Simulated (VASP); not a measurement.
A run of VASP 6.6.1 is set up as follows.

File INCAR:

```
PREC = Accurate
ENCUT = 600
EDIFF = 1E-7
ISMEAR = 0
SIGMA = 0.03
LREAL = F
LASPH = T
NELM = 80
ALGO = Normal
ISIF = 2
LWAVE = F
LCHARG = F
METAGGA = R2SCAN
LMIXTAU = T
IBRION = 2
NSW = 40
EDIFFG = -0.01
```

Contents of KPOINTS:

```
regular mesh
0
Gamma
  10 10 10
```

File POSCAR:

```
Si                                      
1.0
    0.0000000000      2.7555884605      2.7555884605
    2.7555884605      0.0000000000      2.7555884605
    2.7555884605      2.7555884605      0.0000000000
  Si            
     2
Direct
     0.7500000000000000    0.7500000000000000    0.7500000000000000
     0.5000000000000000    0.5000000000000000    0.5000000000000000
```

Potentials or basis: VASP PAW PBE potentials, release 64 (Si).

Command:

```console
$ cat potpaw_PBE.64/Si/POTCAR > POTCAR
$ mpirun -np 1 vasp_std > vasp.out
```

Task: What does it give for the band gap on the k mesh?

Result: 0.85 eV, indirect (least direct gap 2.74 eV).

Final structure:
```
CELL_PARAMETERS angstrom
0.00000 2.75559 2.75559
2.75559 0.00000 2.75559
2.75559 2.75559 0.00000
ATOMIC_POSITIONS crystal
Si 0.75000 0.75000 0.75000
Si 0.50000 0.50000 0.50000
```

Caveat: the relaxation stopped at its first step, so nothing moved. A k mesh can miss the band edges.
